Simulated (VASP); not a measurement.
# KF (Fm-3m) in VASP: notebook

Runs on KF. Level: PBE+D3(BJ). Tasks: single point, relaxation of cell and atoms.

Program: VASP 6.6.1. These are calculated values, not measurements. Logs are shortened: lines on timing, memory, paths and dates and some standing lists are left out, and cuts for length are marked.

### Step 1. The structure

It takes space group Fm-3m (No. 225, cubic). The conventional cell has a = 5.346 Å, b = 5.346 Å, c = 5.346 Å, α = 90.00°, β = 90.00°, γ = 90.00°. K (site symmetry m-3m) has 6 F at 2.67 Å as nearest neighbours. F (site symmetry m-3m) is surrounded by 6 K at 2.67 Å.

The cell is a database's computed one.

### Step 2. Single point, PBE+D3(BJ)

Input file INCAR:

```
SYSTEM = KF
ALGO = Fast ; EDIFF = 1E-6
ENCUT = 520 ; GGA = PE
ISIF = 2 ; ISMEAR = 0
IVDW = 12 ; LASPH = .True.
LCHARG = .False. ; LREAL = .False.
LWAVE = .False. ; NBANDS = 15
NELM = 80 ; PREC = Accurate
SIGMA = 0.02
```

Input file KPOINTS:

```
k-points
0
Gamma
  8 8 8
  0 0 0
```

Input file POSCAR:

```
KF
1.0
    0.0000000000      2.6730323251      2.6730323251
    2.6730323251      0.0000000000      2.6730323251
    2.6730323251      2.6730323251      0.0000000000
K F
1 1
Direct
    0.0000000000      0.0000000000      0.0000000000
    0.5000000000      0.5000000000      0.5000000000
```

Potentials or basis: VASP PAW PBE potentials, release 64 (K_sv, F).

The run is started by

```sh
> cat potpaw_PBE.64/K_sv/POTCAR potpaw_PBE.64/F/POTCAR > POTCAR
> mpirun -np 1 vasp_std > vasp.out
```

OUTCAR:

```text
SYSTEM = KF
   EDIFF = 1E-6
   ENCUT = 520
   GGA = PE
   ISIF = 2
   ISMEAR = 0
   IVDW = 12
   LASPH = .True.
   LREAL = .False.
   NELM = 80
   PREC = Accurate
 IVDW          = 12

 ion  position               nearest neighbor table
   1  0.000  0.000  0.000-   2 2.67   2 2.67   2 2.67   2 2.67   2 2.67   2 2.67
   2  0.500  0.500  0.500-   1 2.67   1 2.67   1 2.67   1 2.67   1 2.67   1 2.67

  LATTYP: Found a face centered cubic cell.
 ALAT       =     5.3460646502

  Lattice vectors:

 A1 = (   0.0000000000,   2.6730323251,   2.6730323251)
 A2 = (   2.6730323251,   0.0000000000,   2.6730323251)
 A3 = (   2.6730323251,   2.6730323251,   0.0000000000)

Analysis of symmetry for initial positions (statically):
=====================================================================
 Subroutine PRICEL returns:
 Original cell was already a primitive cell.

 Routine SETGRP: Setting up the symmetry group for a
 face centered cubic supercell.

 Subroutine GETGRP returns: Found 48 space group operations
 (whereof 48 operations were pure point group operations)
 out of a pool of 48 trial point group operations.

The static configuration has the point symmetry O_h .

Analysis of symmetry for dynamics (positions and initial velocities):
=====================================================================
 Subroutine PRICEL returns:
 Original cell was already a primitive cell.

 Routine SETGRP: Setting up the symmetry group for a
 face centered cubic supercell.

 Subroutine GETGRP returns: Found 48 space group operations
 (whereof 48 operations were pure point group operations)
 out of a pool of 48 trial point group operations.

The dynamic configuration has the point symmetry O_h .

 Subroutine INISYM returns: Found 48 space group operations
 (whereof 48 operations are pure point group operations),
 and found     1 'primitive' translations

----------------------------------------------------------------------------------------

                                     Primitive cell

  volume of cell :      38.1982

  direct lattice vectors                    reciprocal lattice vectors
     0.000000000  2.673032325  2.673032325    -0.187053481  0.187053481  0.187053481
     2.673032325  0.000000000  2.673032325     0.187053481 -0.187053481  0.187053481
     2.673032325  2.673032325  0.000000000     0.187053481  0.187053481 -0.187053481

  length of vectors
     3.780238567  3.780238567  3.780238567     0.323986132  0.323986132  0.323986132

  position of ions in fractional coordinates (direct lattice)
     0.000000000  0.000000000  0.000000000
     0.500000000  0.500000000  0.500000000

  ion indices of the primitive-cell ions
   primitive index   ion index
                 1           1
                 2           2

----------------------------------------------------------------------------------------

 KPOINTS: k-points

Automatic generation of k-mesh.
 Grid dimensions read from file:
 generate k-points for:    8    8    8

 Generating k-lattice:

  Cartesian coordinates                     Fractional coordinates (reciprocal lattice)
    -0.023381685  0.023381685  0.023381685     0.125000000  0.000000000  0.000000000
     0.023381685 -0.023381685  0.023381685     0.000000000  0.125000000  0.000000000
     0.023381685  0.023381685 -0.023381685     0.000000000  0.000000000  0.125000000

  Length of vectors
     0.040498267  0.040498267  0.040498267

  Shift w.r.t. Gamma in fractional coordinates (k-lattice)
     0.000000000  0.000000000  0.000000000

 Subroutine IBZKPT returns following result:
 ===========================================

 Found     29 irreducible k-points:

 Following reciprocal coordinates:
            Coordinates               Weight
  0.000000  0.000000  0.000000      1.000000
  0.125000  0.000000  0.000000      8.000000
  0.250000  0.000000  0.000000      8.000000
  0.375000  0.000000  0.000000      8.000000
  0.500000  0.000000  0.000000      4.000000
  0.125000  0.125000  0.000000      6.000000
[... 16 lines left out ...]
  0.500000  0.250000  0.125000     48.000000
 -0.375000  0.250000  0.125000     24.000000
 [... further k-points ...]
   k-points           NKPTS =     29   k-points in BZ     NKDIM =     29   number of bands    NBANDS=     15
   number of dos      NEDOS =    301   number of ions     NIONS =      2
   total plane-waves  NPLWV =  21952
   dimension x,y,z NGX =    28 NGY =   28 NGZ =   28
   dimension x,y,z NGXF=    56 NGYF=   56 NGZF=   56
   ions per type =               1   1
   NGX,Y,Z   is equivalent  to a cutoff of  12.31, 12.31, 12.31 a.u.
   NGXF,Y,Z  is equivalent  to a cutoff of  24.63, 24.63, 24.63 a.u.
 SYSTEM =  KF
   PREC   = accura    normal or accurate (medium, high low for compatibility)
   ISTART =      0    job   : 0-new  1-cont  2-samecut
   ICHARG =      2    charge: 1-file 2-atom 10-const
   ISPIN  =      1    spin polarized calculation?
   LNONCOLLINEAR =      F non collinear calculations
   LSORBIT =      F    spin-orbit coupling
   LASPH  =      T    aspherical Exc in radial PAW
   ENCUT  =  520.0 eV  38.22 Ry    6.18 a.u.   7.03  7.03  7.03*2*pi/ulx,y,z
   NELM   =     80;   NELMIN=  2; NELMDL= -5     # of ELM steps
   EDIFF  = 0.1E-05   stopping-criterion for ELM
   LREAL  =      F    real-space projection
   EDIFFG = 0.1E-04   stopping-criterion for IOM
   NSW    =      0    number of steps for IOM
   IBRION =     -1    ionic relax: 0-MD 1-quasi-New 2-CG
   NFREE  =      0    steps in history (QN), initial steepest desc. (CG)
   ISIF   =      2    stress and relaxation
   ISYM   =      2    0-nonsym 1-usesym 2-fastsym
   POTIM  = 0.5000    time-step for ionic-motion
   TEBEG  =    0.0;   TEEND  =   0.0 temperature during run
   PSTRESS=    0.0 pullay stress
   NELECT =      16.0000    total number of electrons
   NUPDOWN=      -1.0000    fix difference up-down
   EMIN   =  10.00;   EMAX   =-10.00  energy-range for DOS
   EFERMI =   0.00;   METHOD = LEGACY
   ISMEAR =     0;   SIGMA  =   0.02  broadening in eV -4-tet -1-fermi 0-gaus
   EFERMI_NEDOS =   21; number of points for ismear=-14 and -15
   IALGO  =     68    algorithm
   IMIX   =      4    mixing-type and parameters
     AMIX     =   0.40;   BMIX     =  1.00
     AMIX_MAG =   1.60;   BMIX_MAG =  1.00
  volume/ion in A,a.u.               =      19.10       128.89
  Fermi-wavevector in a.u.,A,eV,Ry     =   1.224900  2.314725 20.413908  1.500380
  Thomas-Fermi vector in A             =   2.359958
   LORBIT       =      0    0 simple, 1 ext, 2 COOP (PROOUT), +10 PAW based schemes
   GGA     = PE    functional components
   LHFCALC =     F    Hartree Fock is set to
   AEXX    =    0.0000 exact exchange contribution
   IVDW    =    12    specifies the selected vdW correction
   LEPSILON=     F    determine dielectric tensor
   LRPA    =     F    only Hartree local field effects (RPA)
 non-spin polarized calculation
 RMM-DIIS sequential band-by-band and
 Gauss-broadening in eV      SIGMA  =   0.02
  energy-cutoff  :      520.00
  volume of cell :       38.20
 maximum number of plane-waves:      1056
   NGX = 13   NGY = 13   NGZ = 13

 number of electron      16.0000002 magnetization

 Free energy of the ion-electron system (eV)
  ---------------------------------------------------
  ext. energy  EPLUGINS =         0.00000000
  ---------------------------------------------------
  free energy    TOTEN  =        -8.29061279 eV

  energy without entropy =       -8.29061279  energy(sigma->0) =       -8.29061279

 E-fermi :  -2.6094     XC(G=0):  -8.3976

 val. band max:       -2.8080709824   @ k =   0.0000   0.0000   0.0000
 cond. band min:       3.3507996681   @ k =   0.0000   0.0000   0.0000
 fundamental gap:      6.1588706505
 Fermi energy:        -2.6094443907

 k-point     1 :       0.0000    0.0000    0.0000
  band No.  band energies     occupation
      1     -28.9493      2.00000
      2     -21.4630      2.00000
      3     -12.2008      2.00000
      4     -12.2008      2.00000
      5     -12.2008      2.00000
      6      -2.8081      2.00000
      7      -2.8081      2.00000
      8      -2.8081      2.00000
      9       3.3508      0.00000
     10       7.8675      0.00000
     11       7.8675      0.00000
     12       7.8675      0.00000
     13       9.5374      0.00000
     14       9.5374      0.00000
     15      14.1234      0.00000

 k-point     2 :       0.1250    0.0000    0.0000
  band No.  band energies     occupation
      1     -28.9357      2.00000
      2     -21.4763      2.00000
      3     -12.2415      2.00000
      4     -12.2062      2.00000
      5     -12.2062      2.00000
      6      -2.9478      2.00000
      7      -2.8605      2.00000
      8      -2.8605      2.00000
      9       3.7832      0.00000
     10       7.6201      0.00000
     11       8.0769      0.00000
     12       8.0769      0.00000
     13       9.6809      0.00000
     14       9.6809      0.00000
     15      14.8704      0.00000

 k-point     3 :       0.2500    0.0000    0.0000
  band No.  band energies     occupation
      1     -28.9026      2.00000
      2     -21.5069      2.00000
      3     -12.3389      2.00000
      4     -12.2193      2.00000
      5     -12.2193      2.00000
      6      -3.2443      2.00000
      7      -2.9844      2.00000
      8      -2.9844      2.00000
      9       4.8619      0.00000
     10       7.2785      0.00000
     11       8.5946      0.00000
     12       8.5946      0.00000
     13      10.1271      0.00000
     14      10.1271      0.00000
     15      15.8518      0.00000
[... 343 lines left out ...]
 k-point    23 :       0.5000    0.2500    0.1250
  band No.  band energies     occupation
      1     -28.8542      2.00000
      2     -21.5227      2.00000
      3     -12.4757      2.00000
      4     -12.3993      2.00000
      5     -12.2656      2.00000
      6      -3.3700      2.00000
      7      -3.1050      2.00000
      8      -2.9679      2.00000
      9       6.4019      0.00000
     10       6.8395      0.00000
     11       8.9305      0.00000
     12       9.7532      0.00000
     13      10.6867      0.00000
     14      11.6477      0.00000
     15      13.4020      0.00000

 k-point    24 :      -0.3750    0.2500    0.1250
  band No.  band energies     occupation
      1     -28.8435      2.00000
      2     -21.5278      2.00000
      3     -12.5195      2.00000
      4     -12.4157      2.00000
      5     -12.2734      2.00000
      6      -3.3764      2.00000
      7      -3.0859      2.00000
      8      -3.0631      2.00000
      9       6.5853      0.00000
     10       7.2779      0.00000
     11       8.8602      0.00000
     12       9.9035      0.00000
     13      11.1561      0.00000
     14      12.2046      0.00000
     15      12.4495      0.00000

 [... further k-points ...]

------------------------ aborting loop because EDIFF is reached ----------------------------------------

 Edisp (eV)   -0.31603

 E8    (eV) :    -0.1498

  FORCE on cell =-STRESS in cart. coord.  units (eV):
  Direction    XX          YY          ZZ          XY          YZ          ZX
  --------------------------------------------------------------------------------------
  -------------------------------------------------------------------------------------
  Total       0.01242     0.01242     0.01242     0.00000     0.00000    -0.00000
  in kB       0.52087     0.52087     0.52087     0.00000     0.00000    -0.00000
  external pressure =        0.52 kB  Pullay stress =        0.00 kB

 VOLUME and BASIS-vectors are now :
 -----------------------------------------------------------------------------
  energy-cutoff  :      520.00
  volume of cell :       38.20
      direct lattice vectors                 reciprocal lattice vectors
     0.000000000  2.673032325  2.673032325    -0.187053481  0.187053481  0.187053481
     2.673032325  0.000000000  2.673032325     0.187053481 -0.187053481  0.187053481
     2.673032325  2.673032325  0.000000000     0.187053481  0.187053481 -0.187053481

 POSITION                                       TOTAL-FORCE (eV/Angst)
 -----------------------------------------------------------------------------------
      0.00000      0.00000      0.00000        -0.000000      0.000000      0.000000
      2.67303      2.67303      2.67303         0.000000     -0.000000     -0.000000
 -----------------------------------------------------------------------------------
    total drift:                                0.000000      0.000000      0.000000

  FREE ENERGIE OF THE ION-ELECTRON SYSTEM (eV)
  ---------------------------------------------------
  free  energy   TOTEN  =        -8.6066434297 eV

  energy  without entropy=       -8.6066434297  energy(sigma->0) =       -8.60664343
```

Run time: 14 s. Hardware: 1 thread of Intel Xeon Platinum 8488C (Sapphire Rapids), shared host; peak memory 0.16 GiB.

What came out:

* Free energy: -8.6066 eV
* Pressure: 0.1 GPa
* Band gap on the k mesh: 6.16 eV, direct
* Dispersion energy per atom: -0.158 eV

A k mesh can miss the band edges.

(Continued in part 2 of 3.)
